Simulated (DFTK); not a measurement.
# Pb (Fm-3m) in DFTK: further runs, part 2 of 2

DFTK 0.8.2. Earlier steps stand in the parts before.

## Step 4: Band structure, PBE

run.jl reads:

```julia
using DFTK
using PseudoPotentialData
using Unitful, UnitfulAtomic
using LinearAlgebra, Printf
include("save.jl")
disable_threading()

lines = readlines("Pb.cif")
tag(name) = parse(Float64, split(only(filter(startswith(name), lines)))[2])
a, b, c = tag.(["_cell_length_a", "_cell_length_b", "_cell_length_c"])
α, β, γ = deg2rad.(tag.(["_cell_angle_alpha", "_cell_angle_beta", "_cell_angle_gamma"]))
cx, cy  = cos(β), (cos(α) - cos(β) * cos(γ)) / sin(γ)
lattice = austrip(1u"Å") * [a b*cos(γ) c*cx; 0 b*sin(γ) c*cy; 0 0 c*sqrt(1 - cx^2 - cy^2)]
sites     = split.(lines[findlast(startswith("_atom_site_"), lines)+1:end])
symbols   = [Symbol(s[2]) for s in sites]
positions = [parse.(Float64, s[5:7]) for s in sites]
pseudopotentials = PseudoFamily("cp2k.nc.sr.pbe.v0_1.largecore.gth")
elements = Dict(s => ElementPsp(s, pseudopotentials) for s in unique(symbols))
atoms    = [elements[s] for s in symbols]

build_model(lattice, positions; symmetries=true) =
    model_DFT(lattice, atoms, positions;
              functionals=PBE(),
              temperature=austrip(0.05u"eV"),
              smearing=Smearing.FermiDirac(),
              symmetries)
Ecut  = 20.0  # hartree
kgrid = [9, 9, 9]
tol   = 1e-6
to_GPa = ustrip(uconvert(u"GPa", 1u"hartree/bohr^3"))

model = build_model(lattice, positions)
basis = PlaneWaveBasis(model; Ecut, kgrid)
display(basis)
scfres = self_consistent_field(basis;
                               tol,
                               nbandsalg=AdaptiveBands(model; n_bands_converge=7))
display(scfres.energies)
@printf "Fermi level: %.6f eV\n" ustrip(auconvert(u"eV", something(scfres.εF, NaN)))
forces = compute_forces_cart(scfres)
println("Forces (eV/Å)")
for (s, f) in zip(symbols, forces)
    @printf "%-3s %12.6f %12.6f %12.6f\n" s ustrip.(auconvert.(u"eV/Å", f))...
end
stress = compute_stresses_cart(scfres)
println("Stress (GPa)")
display(round.(stress * to_GPa; digits=4))
println("Levels at the first k-point (eV): ", round.(ustrip.(auconvert.(u"eV", scfres.eigenvalues[1][1:scfres.n_bands_converge])); digits=4))
save_scf!(scfres; forces, stress)

points = Dict("G" => [0.0, 0.0, 0.0], "K" => [0.375, 0.375, 0.75], "L" => [0.5, 0.5, 0.5], "U" => [0.625, 0.25, 0.625], "W" => [0.5, 0.25, 0.75], "X" => [0.5, 0.0, 0.5])
segments = [("G", "X", 7), ("X", "W", 4), ("W", "K", 3), ("K", "G", 7), ("G", "L", 6), ("L", "U", 4), ("U", "W", 3), ("W", "L", 5), ("L", "K", 4), ("U", "X", 3)]
kcoords = vcat([[points[a] + t * (points[b] - points[a]) for t in range(0, 1, n)] for (a, b, n) in segments]...)
bands = compute_bands(scfres, ExplicitKpoints(kcoords); n_bands=9, tol=1e-5)
for (k, ε) in zip(bands.basis.kpoints, bands.eigenvalues)
    @printf "%d %8.4f %8.4f %8.4f " k.spin k.coordinate...
    println(join([@sprintf("%9.4f", e) for e in ustrip.(auconvert.(u"eV", ε .- scfres.εF))]))
end
results["band_energies"] = rows(bands.eigenvalues); results["band_kpoints"] = rows(kcoords)
```

Pb.cif reads:

```cif
data_Pb
_cell_length_a 3.50020685
_cell_length_b 3.50020685
_cell_length_c 3.50020685
_cell_angle_alpha 60.00000000
_cell_angle_beta 60.00000000
_cell_angle_gamma 60.00000000
_space_group_name_H-M_alt 'P1'
_space_group_name_Hall 'P 1'
_space_group_IT_number 1
loop_
_space_group_symop_operation_xyz
'x,y,z'
loop_
_atom_site_label
_atom_site_type_symbol
_atom_site_symmetry_multiplicity
_atom_site_Wyckoff_symbol
_atom_site_fract_x
_atom_site_fract_y
_atom_site_fract_z
_atom_site_occupancy
Pb1 Pb 1 a 0.0000000000 0.0000000000 0.0000000000 1
```

Potentials or basis: cp2k.nc.sr.pbe.v0_1.largecore.gth (PBE, GTH, large core).

Launch:

```bash
$ julia --threads=1 run.jl  # save.jl only writes the numbers to a file and isn't shown; printed stress counts tension as positive; times include loading and compiling
```

Wall time 17 s (1 thread of AMD EPYC 9R45 (Zen 5), shared host); peak memory 1.4 GiB.

The run converged. Its results:

```yaml
Free_energy: -97.3737 eV
Pressure: 1.7 GPa
Band_gap_on_the_k_mesh: none (metal or under the smearing width)
```

Levels at the corners of the path, in eV from the Fermi level:
| point | band 1 | band 2 | band 3 | band 4 | band 5 |
| --- | --- | --- | --- | --- | --- |
| Γ | -11.54 | 7.58 | 7.58 | 7.58 | 11.11 |
| X | -6.53 | -3.10 | 2.31 | 2.31 | 5.55 |
| W | -6.38 | -1.23 | -1.23 | 0.39 | 11.01 |
| K | -6.58 | -2.14 | -1.10 | 3.21 | 6.70 |
| Γ | -11.54 | 7.58 | 7.58 | 7.58 | 11.11 |
| L | -7.99 | -4.04 | 5.81 | 5.81 | 9.62 |
| U | -6.58 | -2.14 | -1.10 | 3.21 | 6.70 |
| W | -6.38 | -1.23 | -1.23 | 0.39 | 11.01 |
| L | -7.99 | -4.04 | 5.81 | 5.81 | 9.62 |
| K | -6.58 | -2.14 | -1.10 | 3.21 | 6.70 |
| U | -6.58 | -2.14 | -1.10 | 3.21 | 6.70 |
| X | -6.53 | -3.10 | 2.31 | 2.31 | 5.55 |

Caveat: GTH potentials come without recommended cutoffs, and this one wasn't checked for convergence; spin-orbit coupling is left out, which moves the levels of the heavy elements; this set keeps more shells in the core, which shifts pressures and gaps.

## Step 5: Equation of state, PBEsol

run.jl reads:

```julia
using DFTK
using PseudoPotentialData
using Unitful, UnitfulAtomic
using LinearAlgebra, Printf
include("save.jl")
disable_threading()

lines     = readlines("POSCAR")
lattice   = austrip(1u"Å") * parse(Float64, lines[2]) * hcat([parse.(Float64, split(l)) for l in lines[3:5]]...)
symbols   = vcat([fill(Symbol(s), parse(Int, n)) for (s, n) in zip(split(lines[6]), split(lines[7]))]...)
positions = [parse.(Float64, split(l)[1:3]) for l in lines[9:8+length(symbols)]]
pseudopotentials = Dict(:Pb => "Pb.upf")
elements = Dict(s => ElementPsp(s, pseudopotentials; rcut=10.0) for s in unique(symbols))
atoms    = [elements[s] for s in symbols]

build_model(lattice, positions; symmetries=true) =
    model_DFT(lattice, atoms, positions;
              functionals=PBEsol(),
              temperature=austrip(0.05u"eV"),
              smearing=Smearing.FermiDirac(),
              symmetries)
Ecut  = 30.0  # hartree
kgrid = [7, 7, 7]
tol   = 1e-6
to_GPa = ustrip(uconvert(u"GPa", 1u"hartree/bohr^3"))

results["points"] = []
for scale in [0.94, 0.96, 0.98, 1.0, 1.02, 1.04, 1.06]
    println("\n=== scale = ", scale)
    model = build_model(cbrt(scale) * lattice, positions)
    basis = PlaneWaveBasis(model; Ecut, kgrid)
    t0 = time()
    scfres = self_consistent_field(basis;
                                   tol,
                                   nbandsalg=AdaptiveBands(model; n_bands_converge=12))
    seconds = time() - t0
    @printf "SCF: %d iterations, %.1f s\n" scfres.n_iter seconds
    forces = compute_forces_cart(scfres)
    stress = compute_stresses_cart(scfres)
    @printf "V = %.5f Å^3  F = %.8f Ha  max force = %.5f eV/Å  p = %.4f GPa\n" ustrip(auconvert(u"Å^3", model.unit_cell_volume)) scfres.energies.total ustrip(auconvert(u"eV/Å", maximum(norm, forces))) (-tr(stress) / 3 * to_GPa)
    push!(results["points"], save_scf!(scfres; forces, stress, d=Dict{String,Any}("seconds" => seconds, "n_matvec" => get(scfres, :n_matvec, 0))))
end

# third-order Birch-Murnaghan fit in x = V^(-2/3)
V = [0.94, 0.96, 0.98, 1.0, 1.02, 1.04, 1.06] * abs(det(lattice))
E = [p["total"] for p in results["points"]]
x = V .^ (-2 / 3)
c = [x .^ 0 x x .^ 2 x .^ 3] \ E
Δ = c[3]^2 - 3c[2] * c[4]
if Δ > 0
    x0 = (-c[3] + sqrt(Δ)) / 3c[4]
    B0 = 4 / 9 * x0^(7 / 2) * (2c[3] + 6c[4] * x0)
    @printf "V0 = %.4f Å^3  B0 = %.2f GPa\n" ustrip(auconvert(u"Å^3", x0^(-3 / 2))) B0 * to_GPa
end
```

POSCAR reads:

```
Pb
1.0
    0.0000000000      2.4750200000      2.4750200000
    2.4750200000      0.0000000000      2.4750200000
    2.4750200000      2.4750200000      0.0000000000
Pb
1
Direct
    0.0000000000      0.0000000000      0.0000000000
```

Potentials or basis: SPMS 1.0 (PBE).

Launch:

```bash
$ julia --threads=1 run.jl  # save.jl only writes the numbers to a file and isn't shown; printed stress counts tension as positive; times include loading and compiling
```

Run time: 2.4 min. Hardware: 1 thread of AMD EPYC 9R45 (Zen 5), shared host; peak memory 1.4 GiB.

It converged, with:

| Quantity | Value |
| --- | --- |
| Equilibrium volume | 30.25 Å³/atom |
| Bulk modulus | 48 GPa |
| Pressure derivative of the bulk modulus | 4.9 |

Energy against volume, from the lowest point:
```tsv
volume (Å³/atom)	energy (meV/atom)
28.503	16.82
29.110	6.83
29.716	1.40
30.323	0.00
30.929	2.18
31.535	7.54
32.142	15.75
```

Caveat: the potentials were made for another functional, which shifts forces and pressure. Spin-orbit coupling is left out, which matters for the levels of Pb.

## Step 6: Summary

```tsv
task	level	potentials or basis	k mesh	cutoff (eV)	valence electrons	SCF solver	gap on the mesh (eV)	pressure (GPa)
band structure	r2SCAN	cp2k.nc.sr.pbe.v0_1.largecore.gth (PBE, GTH, large core)	9 × 9 × 9	707	Pb 4	ScfAndersonSolver	none	2.0
band structure	LDA	cp2k.nc.sr.lda.v0_1.largecore.gth (LDA, GTH)	9 × 9 × 9	544	Pb 4	-	none	-3.2
band structure	PBE	cp2k.nc.sr.pbe.v0_1.largecore.gth (PBE, GTH, large core)	9 × 9 × 9	544	Pb 4	-	none	1.7
equation of state	PBEsol	SPMS 1.0 (PBE)	7 × 7 × 7	816	Pb 14	-	-	-
```

Alike in all rows: no spin polarisation; cell as given; smearing fermi-dirac 0.05 eV.

Caveats: GTH potentials come without recommended cutoffs, and this one wasn't checked for convergence (some runs); spin-orbit coupling is left out, which moves the levels of the heavy elements (some runs); the potentials were made for another functional, which shifts forces and pressure (some runs); this set keeps more shells in the core, which shifts pressures and gaps (some runs).

Total energies depend on the potentials used, so only differences within one code and one set of settings carry meaning.
